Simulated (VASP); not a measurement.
# Ga3Sb (Fm-3m) in VASP: density of states with PBE

Aim: the density of states of Ga3Sb with PBE.

All numbers are computed with VASP 6.6.1; they aren't measurements. Logs are shortened: lines on timing, memory, paths and dates and some standing lists are left out, and cuts for length are marked.

## 1. The structure

Symmetry: Fm-3m, No. 225, cubic system. The conventional cell has a = 7.042 Å, b = 7.042 Å, c = 7.042 Å, α = 90.00°, β = 90.00°, γ = 90.00°. Around Ga (site symmetry -43m) lie 4 Ga at 3.05 Å and 4 Sb at 3.05 Å. Ga (site symmetry m-3m) is surrounded by 8 Ga at 3.05 Å. Around Sb (site symmetry m-3m) lie 8 Ga at 3.05 Å.

The cell was built by a generator and needn't be a form met in nature.

## 2. Density of states, PBE

POSCAR

```
Ga3Sb                                   
1.0
    0.0000000000      3.5211215672      3.5211215672
    3.5211215672      0.0000000000      3.5211215672
    3.5211215672      3.5211215672      0.0000000000
  Ga              Sb            
     3     1
Direct
     0.2500000000000000    0.2500000000000000    0.2500000000000000
     0.7500000000000000    0.7500000000000000    0.7500000000000000
     0.5000000000000000    0.5000000000000000    0.5000000000000000
     0.0000000000000000    0.0000000000000000    0.0000000000000000
```

INCAR.step1

```
PREC     = Accurate       # precision mode
ENCUT    = 520            # plane-wave cutoff, eV
EDIFF    = 1E-7           # SCF threshold, eV
ISMEAR   = 0              # smearing method
SIGMA    = 0.1            # smearing width, eV
LREAL    = False          # projectors in reciprocal space
LASPH    = True           # aspherical terms in the spheres
NELM     = 80             # most SCF steps
ALGO     = Normal         # electronic algorithm
ISIF     = 2              # what is computed and relaxed
LWAVE    = False          # write WAVECAR
LCHARG   = True           # write CHGCAR
GGA      = PE             # functional
KPAR     = 2
```

KPOINTS.step1

```
Automatic mesh
0
Gamma
  8 8 8
```

INCAR.step2

```
PREC     = Accurate       # precision mode
ENCUT    = 520            # plane-wave cutoff, eV
EDIFF    = 1E-7           # SCF threshold, eV
ISMEAR   = -5             # smearing method
SIGMA    = 0.1            # smearing width, eV
LREAL    = False          # projectors in reciprocal space
LASPH    = True           # aspherical terms in the spheres
NELM     = 80             # most SCF steps
ALGO     = Normal         # electronic algorithm
ISIF     = 2              # what is computed and relaxed
LWAVE    = False          # write WAVECAR
LCHARG   = False          # write CHGCAR
GGA      = PE             # functional
LORBIT   = 10             # projections on sites
KPAR     = 2            
NEDOS    = 2001           # points of the DOS
ICHARG   = 11             # starting density
```

KPOINTS.step2

```
Automatic mesh
0
Gamma
  12 12 12
```

Potentials or basis: VASP PAW PBE potentials, release 64 (Ga_d, Sb).

On the command line:

```sh
cat potpaw_PBE.64/Ga_d/POTCAR potpaw_PBE.64/Sb/POTCAR > POTCAR
cp INCAR.step1 INCAR
cp KPOINTS.step1 KPOINTS
mpirun -np 2 vasp_std > vasp.out
cp INCAR.step2 INCAR
cp KPOINTS.step2 KPOINTS
mpirun -np 2 vasp_std > vasp.out
```

OUTCAR:

```text
PREC = Accurate
   ENCUT = 520
   EDIFF = 1E-7
   ISMEAR = -5
   LREAL = False
   LASPH = True
   NELM = 80
   ISIF = 2
   GGA = PE
   LORBIT = 10
   ICHARG = 11

 ion  position               nearest neighbor table
   1  0.250  0.250  0.250-   4 3.05   4 3.05   4 3.05   4 3.05
   2  0.750  0.750  0.750-   4 3.05   4 3.05   4 3.05   4 3.05
   3  0.500  0.500  0.500-
   4  0.000  0.000  0.000-   2 3.05   2 3.05   2 3.05   1 3.05   2 3.05   1 3.05   1 3.05   1 3.05

  LATTYP: Found a face centered cubic cell.
 ALAT       =     7.0422431344

  Lattice vectors:

 A1 = (   0.0000000000,   3.5211215672,   3.5211215672)
 A2 = (   3.5211215672,   0.0000000000,   3.5211215672)
 A3 = (   3.5211215672,   3.5211215672,   0.0000000000)

Analysis of symmetry for initial positions (statically):
=====================================================================
 Subroutine PRICEL returns:
 Original cell was already a primitive cell.

 Routine SETGRP: Setting up the symmetry group for a
 face centered cubic supercell.

 Subroutine GETGRP returns: Found 48 space group operations
 (whereof 48 operations were pure point group operations)
 out of a pool of 48 trial point group operations.

The static configuration has the point symmetry O_h .

Analysis of symmetry for dynamics (positions and initial velocities):
=====================================================================
 Subroutine PRICEL returns:
 Original cell was already a primitive cell.

 Routine SETGRP: Setting up the symmetry group for a
 face centered cubic supercell.

 Subroutine GETGRP returns: Found 48 space group operations
 (whereof 48 operations were pure point group operations)
 out of a pool of 48 trial point group operations.

The dynamic configuration has the point symmetry O_h .

 Subroutine INISYM returns: Found 48 space group operations
 (whereof 48 operations are pure point group operations),
 and found     1 'primitive' translations

----------------------------------------------------------------------------------------

                                     Primitive cell

  volume of cell :      87.3118

  direct lattice vectors                    reciprocal lattice vectors
     0.000000000  3.521121567  3.521121567    -0.142000209  0.142000209  0.142000209
     3.521121567  0.000000000  3.521121567     0.142000209 -0.142000209  0.142000209
     3.521121567  3.521121567  0.000000000     0.142000209  0.142000209 -0.142000209

  length of vectors
     4.979617875  4.979617875  4.979617875     0.245951577  0.245951577  0.245951577

  position of ions in fractional coordinates (direct lattice)
     0.250000000  0.250000000  0.250000000
     0.750000000  0.750000000  0.750000000
     0.500000000  0.500000000  0.500000000
     0.000000000  0.000000000  0.000000000

  ion indices of the primitive-cell ions
   primitive index   ion index
                 1           1
                 2           2
                 3           3
                 4           4

----------------------------------------------------------------------------------------

 KPOINTS: Automatic mesh

Automatic generation of k-mesh.
 Grid dimensions read from file:
 generate k-points for:   12   12   12

 Generating k-lattice:

  Cartesian coordinates                     Fractional coordinates (reciprocal lattice)
    -0.011833351  0.011833351  0.011833351     0.083333333  0.000000000  0.000000000
     0.011833351 -0.011833351  0.011833351     0.000000000  0.083333333  0.000000000
     0.011833351  0.011833351 -0.011833351     0.000000000  0.000000000  0.083333333

  Length of vectors
     0.020495965  0.020495965  0.020495965

  Shift w.r.t. Gamma in fractional coordinates (k-lattice)
     0.000000000  0.000000000  0.000000000

 TETIRR: Found    247 inequivalent tetrahedra from    10368

 Subroutine IBZKPT returns following result:
 ===========================================

 Found     72 irreducible k-points:

 Following reciprocal coordinates:
            Coordinates               Weight
  0.000000  0.000000  0.000000      1.000000
  0.083333  0.000000  0.000000      8.000000
  0.166667  0.000000  0.000000      8.000000
  0.250000  0.000000  0.000000      8.000000
  0.333333  0.000000  0.000000      8.000000
  0.416667  0.000000  0.000000      8.000000
[... 16 lines left out ...]
  0.500000  0.166667  0.000000     24.000000
 -0.416667  0.166667  0.000000     24.000000
 [... further k-points ...]
   k-points           NKPTS =     72   k-points in BZ     NKDIM =     72   number of bands    NBANDS=     26
   number of dos      NEDOS =   2001   number of ions     NIONS =      4
   total plane-waves  NPLWV =  64000
   dimension x,y,z NGX =    40 NGY =   40 NGZ =   40
   dimension x,y,z NGXF=    80 NGYF=   80 NGZF=   80
   ions per type =               3   1
   NGX,Y,Z   is equivalent  to a cutoff of  13.35, 13.35, 13.35 a.u.
   NGXF,Y,Z  is equivalent  to a cutoff of  26.71, 26.71, 26.71 a.u.
 SYSTEM =  unknown system
   PREC   = accura    normal or accurate (medium, high low for compatibility)
   ISTART =      0    job   : 0-new  1-cont  2-samecut
   ICHARG =     11    charge: 1-file 2-atom 10-const
   ISPIN  =      1    spin polarized calculation?
   LNONCOLLINEAR =      F non collinear calculations
   LSORBIT =      F    spin-orbit coupling
   LASPH  =      T    aspherical Exc in radial PAW
   ENCUT  =  520.0 eV  38.22 Ry    6.18 a.u.   9.26  9.26  9.26*2*pi/ulx,y,z
   NELM   =     80;   NELMIN=  2; NELMDL=  0     # of ELM steps
   EDIFF  = 0.1E-06   stopping-criterion for ELM
   LREAL  =      F    real-space projection
   EDIFFG = 0.1E-05   stopping-criterion for IOM
   NSW    =      0    number of steps for IOM
   IBRION =     -1    ionic relax: 0-MD 1-quasi-New 2-CG
   NFREE  =      0    steps in history (QN), initial steepest desc. (CG)
   ISIF   =      2    stress and relaxation
   ISYM   =      2    0-nonsym 1-usesym 2-fastsym
   POTIM  = 0.5000    time-step for ionic-motion
   TEBEG  =    0.0;   TEEND  =   0.0 temperature during run
   PSTRESS=    0.0 pullay stress
   NELECT =      44.0000    total number of electrons
   NUPDOWN=      -1.0000    fix difference up-down
   EMIN   =  10.00;   EMAX   =-10.00  energy-range for DOS
   EFERMI =   0.00;   METHOD = LEGACY
   ISMEAR =    -5;   SIGMA  =   0.10  broadening in eV -4-tet -1-fermi 0-gaus
   EFERMI_NEDOS =   21; number of points for ismear=-14 and -15
   IALGO  =     38    algorithm
   IMIX   =      4    mixing-type and parameters
     AMIX     =   0.40;   BMIX     =  1.00
     AMIX_MAG =   1.60;   BMIX_MAG =  1.00
  volume/ion in A,a.u.               =      21.83       147.30
  Fermi-wavevector in a.u.,A,eV,Ry     =   1.302771  2.461880 23.091970  1.697212
  Thomas-Fermi vector in A             =   2.433817
   LORBIT       =     10    0 simple, 1 ext, 2 COOP (PROOUT), +10 PAW based schemes
   GGA     = PE    functional components
   LHFCALC =     F    Hartree Fock is set to
   AEXX    =    0.0000 exact exchange contribution
   IVDW    =     0    specifies the selected vdW correction
   LEPSILON=     F    determine dielectric tensor
   LRPA    =     F    only Hartree local field effects (RPA)
 non-spin polarized calculation
 Fermi weights with tetrahedron method with Bloechl corrections
  energy-cutoff  :      520.00
  volume of cell :       87.31
 maximum number of plane-waves:      2397
 NGX is ok and might be reduce to    40

 number of electron      44.0000028 magnetization

 Free energy of the ion-electron system (eV)
  ---------------------------------------------------
  ext. energy  EPLUGINS =         0.00000000
  ---------------------------------------------------
  free energy    TOTEN  =       -12.51205958 eV

  energy without entropy =      -12.51205958  energy(sigma->0) =      -12.51205958

 E-fermi :   6.1503     XC(G=0): -10.5486

 val. band max:        6.1970471555   @ k =  -0.4167   0.2500   0.0833
 cond. band min:       6.1457336039   @ k =  -0.3333   0.1667   0.0000
 fundamental gap:     -0.0513135516
 Fermi energy:         6.1503152258

 k-point     1 :       0.0000    0.0000    0.0000
  band No.  band energies     occupation
      1      -8.8198      2.00000
      2      -8.8198      2.00000
      3      -8.7998      2.00000
      4      -8.7998      2.00000
      5      -8.7998      2.00000
      6      -8.7597      2.00000
[... 18 lines left out ...]
     25       5.7233      1.97586
     26       6.9731      0.00000

 k-point     2 :       0.0833    0.0000    0.0000
  band No.  band energies     occupation
      1      -8.8180      2.00000
      2      -8.8180      2.00000
      3      -8.8048      2.00000
      4      -8.8024      2.00000
      5      -8.8024      2.00000
      6      -8.7563      2.00000
[... 18 lines left out ...]
     25       6.4815     -0.02712
     26       6.8695      0.00000

 k-point     3 :       0.1667    0.0000    0.0000
  band No.  band energies     occupation
      1      -8.8138      2.00000
      2      -8.8138      2.00000
      3      -8.8126      2.00000
      4      -8.8069      2.00000
      5      -8.8069      2.00000
      6      -8.7484      2.00000
[... 572 lines left out ...]
 k-point    23 :       0.5000    0.1667    0.0000
  band No.  band energies     occupation
      1      -8.8287      2.00000
      2      -8.8272      2.00000
      3      -8.8078      2.00000
      4      -8.7882      2.00000
      5      -8.7758      2.00000
      6      -8.7299      2.00000
[... 18 lines left out ...]
     25       8.6187      0.00000
     26      10.1656      0.00000

 k-point    24 :      -0.4167    0.1667    0.0000
  band No.  band energies     occupation
      1      -8.8301      2.00000
      2      -8.8254      2.00000
      3      -8.8084      2.00000
      4      -8.7845      2.00000
      5      -8.7760      2.00000
      6      -8.7317      2.00000
[... 18 lines left out ...]
     25       7.7671      0.00000
     26       9.0911      0.00000

 [... further k-points ...]

------------------------ aborting loop because EDIFF is reached ----------------------------------------

  FORCE on cell =-STRESS in cart. coord.  units (eV):
  Direction    XX          YY          ZZ          XY          YZ          ZX
  --------------------------------------------------------------------------------------
  -------------------------------------------------------------------------------------
  Total        0.2558881      0.2558881      0.2558881     -0.0000000     -0.0000000     -0.0000000
  in kB        4.6955622      4.6955622      4.6955622     -0.0000000     -0.0000000     -0.0000000
  external PRESSURE =       4.6955622 kB  Pullay stress =       0.0000000 kB

 VOLUME and BASIS-vectors are now :
 -----------------------------------------------------------------------------
  energy-cutoff  :      520.00
  volume of cell :       87.31
      direct lattice vectors                 reciprocal lattice vectors
     0.000000000  3.521121567  3.521121567    -0.142000209  0.142000209  0.142000209
     3.521121567  0.000000000  3.521121567     0.142000209 -0.142000209  0.142000209
     3.521121567  3.521121567  0.000000000     0.142000209  0.142000209 -0.142000209

 POSITION                                       TOTAL-FORCE (eV/Angst)
 -----------------------------------------------------------------------------------
      1.76056      1.76056      1.76056        -0.000000     -0.000000     -0.000000
      5.28168      5.28168      5.28168         0.000000      0.000000      0.000000
      3.52112      3.52112      3.52112         0.000000      0.000000      0.000000
      0.00000      0.00000      0.00000         0.000000      0.000000      0.000000
 -----------------------------------------------------------------------------------
    total drift:                               -0.000000      0.000000      0.000000

  FREE ENERGIE OF THE ION-ELECTRON SYSTEM (eV)
  ---------------------------------------------------
  free  energy   TOTEN  =       -12.5120595775 eV

  energy  without entropy=      -12.5120595775  energy(sigma->0) =      -12.51205958

 total charge

# of ion       s       p       d       tot
------------------------------------------
    1        1.064   0.476   9.951  11.491
    2        1.064   0.476   9.951  11.491
    3        1.082   0.439   9.944  11.465
    4        1.231   1.101   0.042   2.374
--------------------------------------------------
tot          4.441   2.492  29.888  36.821
```

Wall time 75 s (2 MPI ranks of Intel Xeon Platinum 8559C (Emerald Rapids), shared host); peak memory 0.3 GiB.

Results:

```
Valence electrons inside the program's atomic spheres : Ga 11.49, 11.46; Sb 2.37
```

Levels at points of the mesh, in eV from the Fermi level:
```csv
k point,band 19,band 20,band 21,band 22,band 23,band 24,band 25,band 26
"(0.00, 0.00, 0.00)",-1.77,-1.77,-1.77,-0.47,-0.43,-0.43,-0.43,0.82
"(0.50, 0.00, 0.00)",-3.23,-2.53,-2.53,-1.21,-1.21,1.74,2.65,4.25
"(0.50, 0.50, 0.00)",-4.89,-4.34,-4.34,2.95,3.18,3.18,3.87,4.16
```

States per cell in windows of 0.5 eV (zero at the Fermi level; states under -8 eV left out):
| from (eV) | total | Sb4_p | Ga3_p | Ga1_s | Ga2_s | Ga1_p | Ga2_p |
| --- | --- | --- | --- | --- | --- | --- | --- |
| -8.0 | 0.59 | 0.03 | 0.00 | 0.06 | 0.06 | 0.01 | 0.01 |
| -7.5 | 0.81 | 0.04 | 0.01 | 0.09 | 0.09 | 0.01 | 0.01 |
| -7.0 | 0.54 | 0.03 | 0.01 | 0.06 | 0.06 | 0.01 | 0.01 |
| -6.5 | 0.61 | 0.03 | 0.01 | 0.07 | 0.07 | 0.01 | 0.01 |
| -6.0 | 0.72 | 0.03 | 0.01 | 0.09 | 0.09 | 0.01 | 0.01 |
| -5.5 | 0.76 | 0.03 | 0.02 | 0.11 | 0.11 | 0.01 | 0.01 |
| -5.0 | 0.70 | 0.02 | 0.02 | 0.11 | 0.11 | 0.01 | 0.01 |
| -4.5 | 0.47 | 0.02 | 0.01 | 0.06 | 0.06 | 0.01 | 0.01 |
| -4.0 | 0.64 | 0.06 | 0.03 | 0.05 | 0.05 | 0.03 | 0.03 |
| -3.5 | 0.72 | 0.08 | 0.03 | 0.04 | 0.04 | 0.04 | 0.04 |
| -3.0 | 1.11 | 0.17 | 0.04 | 0.04 | 0.04 | 0.06 | 0.06 |
| -2.5 | 0.90 | 0.15 | 0.03 | 0.04 | 0.04 | 0.04 | 0.04 |
| -2.0 | 0.83 | 0.13 | 0.03 | 0.05 | 0.05 | 0.04 | 0.04 |
| -1.5 | 0.68 | 0.09 | 0.03 | 0.04 | 0.04 | 0.04 | 0.04 |
| -1.0 | 0.79 | 0.08 | 0.06 | 0.04 | 0.04 | 0.05 | 0.05 |
| -0.5 | 1.00 | 0.09 | 0.09 | 0.04 | 0.04 | 0.07 | 0.07 |
| 0.0 | 0.95 | 0.09 | 0.09 | 0.03 | 0.03 | 0.07 | 0.07 |
| 0.5 | 1.14 | 0.12 | 0.12 | 0.03 | 0.03 | 0.09 | 0.09 |
| 1.0 | 0.96 | 0.11 | 0.10 | 0.03 | 0.03 | 0.08 | 0.08 |
| 1.5 | 1.11 | 0.12 | 0.12 | 0.02 | 0.02 | 0.10 | 0.10 |
| 2.0 | 0.84 | 0.10 | 0.09 | 0.02 | 0.02 | 0.07 | 0.07 |
| 2.5 | 1.03 | 0.14 | 0.11 | 0.03 | 0.03 | 0.09 | 0.09 |
| 3.0 | 0.90 | 0.10 | 0.09 | 0.02 | 0.02 | 0.09 | 0.09 |
| 3.5 | 0.67 | 0.06 | 0.06 | 0.01 | 0.01 | 0.08 | 0.08 |
| 4.0 | 0.38 | 0.02 | 0.03 | 0.00 | 0.00 | 0.06 | 0.06 |
| 4.5 | 0.01 | 0.00 | 0.00 | 0.00 | 0.00 | 0.00 | 0.00 |

Caveat: tetrahedron occupations give inexact forces and stress in metals. Spin-orbit coupling is left out, which matters for the levels of Sb.
